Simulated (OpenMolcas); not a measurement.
**triplet C5H8O2: levels of theory compared**

Aim: a comparison of 4 runs (UHF/6-31G*, UBLYP/6-31G*, UM06-L/6-31G*, UTPSS/6-31G*) of triplet C5H8O2. 

Program for the calculation: OpenMolcas 26.06.

1 further run of the same task is left out (it didn't finish).

**1. The structure to begin with**

C5H8O2: 15 atoms, total charge 0, spin state triplet. As SMILES of the parent species, `C=C(C)C(=O)OC`. Geometry: relaxed at PBE0-D4/def2-TZVP. This is one conformer, not always the lowest. That shape belongs to the parent species and isn't relaxed for this state.

Bond lengths: C1–C2 1.330 Å, C2–C3 1.494 Å, C2–C4 1.491 Å, C4–O5 1.204 Å, C4–O6 1.341 Å, O6–C7 1.422 Å, C1–H8 1.084 Å, C1–H9 1.083 Å, C3–H10 1.093 Å, C3–H11 1.093 Å, C3–H12 1.090 Å, C7–H13 1.091 Å, C7–H14 1.088 Å, C7–H15 1.091 Å. Some angles: C1–C2–C3 124.0°, C1–C2–C4 116.9°, C3–C2–C4 119.0°, C2–C4–O5 125.6°, C2–C4–O6 111.4°, O5–C4–O6 123.0°, C4–O6–C7 115.1°, C2–C1–H8 121.3°, C2–C1–H9 120.3°, C2–C3–H10 111.1°.

**2. The energy at UHF/6-31G(d) (spherical functions) (run 1)**

File calc.input:

```
* C5H8O2 Hartree-Fock
&GATEWAY
BasLib=$CurrDir
Coord
15
angstrom
C       -2.115470       0.766080       0.491160
C       -0.980280       0.074110       0.472930
C       -0.703860      -1.102000       1.351370
C        0.066050       0.518890      -0.491900
O       -0.031390       1.446280      -1.252800
O        1.161360      -0.251450      -0.416360
C        2.212190       0.104920      -1.305790
H       -2.923090       0.503830       1.164690
H       -2.251020       1.610120      -0.173900
H       -0.492270      -1.995320       0.759000
H        0.174660      -0.928530       1.977370
H       -1.558440      -1.305430       1.997330
H        1.876680       0.039980      -2.341850
H        3.014700      -0.605400      -1.119350
H        2.550210       1.123900      -1.111900
Basis=6-31Gs
Group=NoSym
&SEWARD
&SCF
UHF
Spin=3
Thresholds=1e-10 1e-07 1e-07 1e-05
PrOrbitals=1 1
```

The basis set 6-31G* is read from a file made from the Basis Set Exchange's data (not shown).

The run is started by

```bash
export MOLCAS_MEM=1860
pymolcas calc.input > calc.log
```

Output:

```text
--- Start Module: gateway ---
[...]
--- Stop Module: gateway /rc=_RC_ALL_IS_WELL_ ---
--- Start Module: seward ---
[...]
      Basis functions          114
--- Stop Module: seward /rc=_RC_ALL_IS_WELL_ ---
[...]
--- Start Module: scf ---
[...]
       Convergence after  24 Iterations
[...]
::    Total SCF energy                               -343.6028637453
[...]
      Total spin, S                                     1.0138845936
[...]
      Total electronic charge=   54.000000
      Total            charge=   -0.000000
[...]
      Dipole Moment (debye):
      Origin of the operator (angstrom)=    0.0021    0.2187   -0.1931
                   X=  3.1680E-01               Y= -1.7083E+00               Z=  1.3265E+00           Total=  2.1860E+00
      Quadrupole Moment (debye*angstrom):
[...]
--- Stop Module: scf /rc=_RC_ALL_IS_WELL_ ---
[...]
```

Run time: 32 s. Hardware: 1 thread of Intel Xeon Platinum 8259CL at 2.50GHz (Skylake/Cascade Lake), shared host; peak memory 0.69 GiB.

**3. The energy at UBLYP/6-31G(d) (spherical functions) (run 2)**

File test.input:

```
&gateway
  baslib = $CurrDir
  coord
  15
  bohr
  C     -3.99765892     1.44768139     0.92815788
  C     -1.85246073     0.14004760     0.89370818
  C     -1.33010263    -2.08247819     2.55371919
  C      0.12481641     0.98055999    -0.92955628
  O     -0.05931850     2.73307310    -2.36744889
  O      2.19465233    -0.47517163    -0.78680637
  C      4.18043324     0.19827006    -2.46758548
  H     -5.52383954     0.95210071     2.20094512
  H     -4.25381130     3.04268583    -0.32862337
  H     -0.93025548    -3.77060833     1.43430213
  H      0.33005956    -1.75466740     3.73668775
  H     -2.94502478    -2.46690517     3.77440668
  H      3.54641122     0.07555125    -4.42545512
  H      5.69695735    -1.14404020    -2.11526494
  H      4.81919846     2.12386319    -2.10118648
  basis = 6-31Gs
  group = NoSym

&seward
  gridinput
  Grid=UltraFine
  End of Grid

&scf
  uhf
  spin = 3
  ksdft = BLYP
  thresholds = 1e-10 1e-07 1e-07 1e-05
  prorbitals = 1
```

The basis set 6-31G* is read from a file made from the Basis Set Exchange's data (not shown).

The run is started by

```bash
export MOLCAS_MEM=1860
pymolcas test.input > test.log
```

Output:

```text
--- Start Module: gateway ---
[...]
--- Stop Module: gateway /rc=_RC_ALL_IS_WELL_ ---
--- Start Module: seward ---
[...]
      Basis functions          114
--- Stop Module: seward /rc=_RC_ALL_IS_WELL_ ---
[...]
--- Start Module: scf ---
[...]
       Convergence after  37 Iterations
[...]
::    Total KS-DFT energy                            -345.5029697786
[...]
      Total spin, S                                     1.0016070239
[...]
      Dipole Moment (debye):
      Origin of the operator (angstrom)=    0.0021    0.2187   -0.1931
                   X=  1.7245E-01               Y= -1.7416E+00               Z=  1.4314E+00           Total=  2.2610E+00
      Quadrupole Moment (debye*angstrom):
[...]
--- Stop Module: scf /rc=_RC_ALL_IS_WELL_ ---
[...]
```

Wall time 4.1 min (1 thread of Intel Xeon Platinum 8259CL at 2.50GHz (Skylake/Cascade Lake), shared host); peak memory 0.69 GiB.

**4. The energy at UM06-L/6-31G(d) (spherical functions) (run 3)**

File mol.xyz:

```xyz
15

C     -2.115470     0.766080     0.491160
C     -0.980280     0.074110     0.472930
C     -0.703860    -1.102000     1.351370
C      0.066050     0.518890    -0.491900
O     -0.031390     1.446280    -1.252800
O      1.161360    -0.251450    -0.416360
C      2.212190     0.104920    -1.305790
H     -2.923090     0.503830     1.164690
H     -2.251020     1.610120    -0.173900
H     -0.492270    -1.995320     0.759000
H      0.174660    -0.928530     1.977370
H     -1.558440    -1.305430     1.997330
H      1.876680     0.039980    -2.341850
H      3.014700    -0.605400    -1.119350
H      2.550210     1.123900    -1.111900
```

File test.inp:

```
* C5H8O2 Kohn-Sham DFT
>>> EXPORT MOLCAS_PRINT=2
&GATEWAY
BasLib=$CurrDir
Coord=mol.xyz
Basis=6-31Gs
Group=NoSym
&SEWARD
GridInput
Grid=UltraFine
End of Grid
&SCF
UHF
Spin=3
KSDFT=M06L
Thresholds=1e-10 1e-07 1e-07 1e-05
PrOrbitals=1
```

The basis set 6-31G* is read from a file made from the Basis Set Exchange's data (not shown).

The run is started by

```bash
export MOLCAS_MEM=1860
pymolcas test.inp > test.log
```

Output:

```text
--- Start Module: gateway ---
[...]
--- Stop Module: gateway /rc=_RC_ALL_IS_WELL_ ---
--- Start Module: seward ---
[...]
      Basis functions          114
--- Stop Module: seward /rc=_RC_ALL_IS_WELL_ ---
[...]
--- Start Module: scf ---
[...]
       Convergence after  40 Iterations
[...]
::    Total KS-DFT energy                            -345.5954506548
[...]
      Total spin, S                                     1.0036339287
[...]
      Dipole Moment (debye):
      Origin of the operator (angstrom)=    0.0021    0.2187   -0.1931
                   X=  1.3078E-01               Y= -1.7760E+00               Z=  1.4879E+00           Total=  2.3206E+00
      Quadrupole Moment (debye*angstrom):
[...]
--- Stop Module: scf /rc=_RC_ALL_IS_WELL_ ---
[...]
```

Wall time 6.9 min (1 thread of Intel Xeon Platinum 8259CL at 2.50GHz (Skylake/Cascade Lake), shared host); peak memory 0.69 GiB.

**5. A single-point energy at UTPSS/6-31G(d) (spherical functions) (run 4)**

File calc.input:

```
* C5H8O2 Kohn-Sham DFT
>>> EXPORT MOLCAS_PRINT=2

&GATEWAY
 BasLib = $CurrDir
 Coord
 15
 angstrom
 C       -2.115470       0.766080       0.491160
 C       -0.980280       0.074110       0.472930
 C       -0.703860      -1.102000       1.351370
 C        0.066050       0.518890      -0.491900
 O       -0.031390       1.446280      -1.252800
 O        1.161360      -0.251450      -0.416360
 C        2.212190       0.104920      -1.305790
 H       -2.923090       0.503830       1.164690
 H       -2.251020       1.610120      -0.173900
 H       -0.492270      -1.995320       0.759000
 H        0.174660      -0.928530       1.977370
 H       -1.558440      -1.305430       1.997330
 H        1.876680       0.039980      -2.341850
 H        3.014700      -0.605400      -1.119350
 H        2.550210       1.123900      -1.111900
 Basis = 6-31Gs
 Group = NoSym

&SEWARD
 GridInput
 Grid=UltraFine
 End of Grid

&SCF
 UHF
 Spin = 3
 KSDFT = 2
 1.0 MGGA_X_TPSS
 1.0 MGGA_C_TPSS
 Thresholds = 1e-10 1e-07 1e-07 1e-05
 PrOrbitals = 1 2
```

The basis set 6-31G* is read from a file made from the Basis Set Exchange's data (not shown).

The run is started by

```bash
export MOLCAS_MEM=1860
pymolcas calc.input > calc.log
```

Output:

```text
--- Start Module: gateway ---
[...]
--- Stop Module: gateway /rc=_RC_ALL_IS_WELL_ ---
--- Start Module: seward ---
[...]
      Basis functions          114
--- Stop Module: seward /rc=_RC_ALL_IS_WELL_ ---
[...]
--- Start Module: scf ---
[...]
       Convergence after  31 Iterations
[...]
::    Total KS-DFT energy                            -345.6931356289
[...]
      Total spin, S                                     1.0026023100
[...]
      Total electronic charge=   54.000000
      Total            charge=   -0.000000
[...]
      Dipole Moment (debye):
      Origin of the operator (angstrom)=    0.0021    0.2187   -0.1931
                   X=  1.6186E-01               Y= -1.7412E+00               Z=  1.4400E+00           Total=  2.2653E+00
      Quadrupole Moment (debye*angstrom):
[...]
--- Stop Module: scf /rc=_RC_ALL_IS_WELL_ ---
[...]
```

Run time: 5.7 min. Hardware: 1 thread of Intel Xeon Platinum 8259CL at 2.50GHz (Skylake/Cascade Lake), shared host; peak memory 0.69 GiB.

**6. Overview of the runs**

| run | level | integration grid | energy (Eh) | dipole moment (D) | HOMO energy (eV) | ⟨S²⟩ | wall time |
| --- | --- | --- | --- | --- | --- | --- | --- |
| 1 | UHF/6-31G* (spherical functions) | – | -343.602864 | 2.19 | -6.86 | 2.042 | 32 s |
| 2 | UBLYP/6-31G* (spherical functions) | UltraFine | -345.502970 | 2.26 | -2.27 | 2.005 | 4.1 min |
| 3 | UM06-L/6-31G* (spherical functions) | UltraFine | -345.595451 | 2.32 | -2.81 | 2.011 | 6.9 min |
| 4 | UTPSS/6-31G* (spherical functions) | UltraFine | -345.693136 | 2.27 | -2.64 | 2.008 | 5.7 min |

**7. Results**

| quantity | value |
| --- | --- |
| run 4: total energy | -345.69314 Eh |
| run 4: dipole moment | 2.27 D |
| run 4: HOMO energy (highest over α and β) | -2.64 eV |
| run 4: ⟨S²⟩ | 2.008 |

The dipole moment (its size) runs from 2.19 D (UHF/6-31G*) to 2.32 D (UM06-L/6-31G*). Totals of different functionals can't be ranked against each other. All runs together took 17 min, the longest 6.9 min.
